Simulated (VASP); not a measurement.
Crystal: Al2GaN3.

```
Al Ga N
1.0
     4.24735    0.00000    0.00000
    -2.12367    3.67831    0.00000
     0.00000    0.00000    6.24764
Al Ga N
2 1 3
Direct
  0.00000 0.00000 0.81726
  0.00000 0.00000 0.18274
  0.00000 0.00000 0.50000
  0.47833 0.00000 0.00000
  0.00000 0.47833 0.00000
  0.52167 0.52167 0.00000
```

The cell was built by a generator and needn't be a form met in nature.

| Quantity | Value |
| --- | --- |
| Program | VASP 6.6.1 |
| Task | relaxation of cell and atoms |
| Functional | PBE |
| Potentials or basis | VASP PAW PBE potentials, release 64 (Al, Ga_d, N) |
| Cutoff | 520 eV |
| k mesh | 4 × 4 × 3 |
| Occupations | gaussian, width 0.15 eV |
| Spin | no spin polarisation |

At the start: pressure 8.2 GPa; volume 16.27 Å³/atom.

How do energy, volume and symmetry change on relaxing?

Over 15 steps the energy falls by 1142.0 meV/atom and the volume is 15.49 Å³/atom (-4.8 %); space group P-62m (No. 189, to 0.05 Å).

The path:
```csv
step,energy change (eV),largest force (eV/Å),pressure (GPa),volume (Å³)
1,0.0000,6.3552,8.19,97.61
2,-3.4071,4.3535,-0.71,105.42
3,-3.8585,3.1948,-3.74,103.19
4,-3.8616,3.4584,-3.49,103.61
5,-4.7866,2.6798,-5.16,99.66
6,-4.8142,2.9034,-5.37,99.09
7,-6.2902,2.3794,-2.37,92.59
8,-2.4259,6.1413,43.17,77.00
9,-6.5288,0.5373,3.36,88.48
10,-6.7998,0.8175,3.74,90.41
11,-6.8025,0.6994,3.69,90.26
12,-6.8385,0.5727,-1.40,93.75
13,-6.8511,0.1628,0.34,92.55
14,-6.8510,0.1811,0.25,92.59
15,-6.8523,0.0528,-0.30,92.92
```

Final structure:
```
Al Ga N
1.0
     3.80130    0.00000    0.00000
    -1.90065    3.29203    0.00000
     0.00000    0.00000    7.42497
Al Ga N
2 1 3
Direct
  0.00000 0.00000 0.82790
  0.00000 0.00000 0.17210
  0.00000 0.00000 0.50000
  0.38302 0.00000 0.00000
  0.00000 0.38302 0.00000
  0.61698 0.61698 0.00000
```

Caveat: the k mesh is coarse (spacing up to 0.43 Å⁻¹), so the values aren't converged.
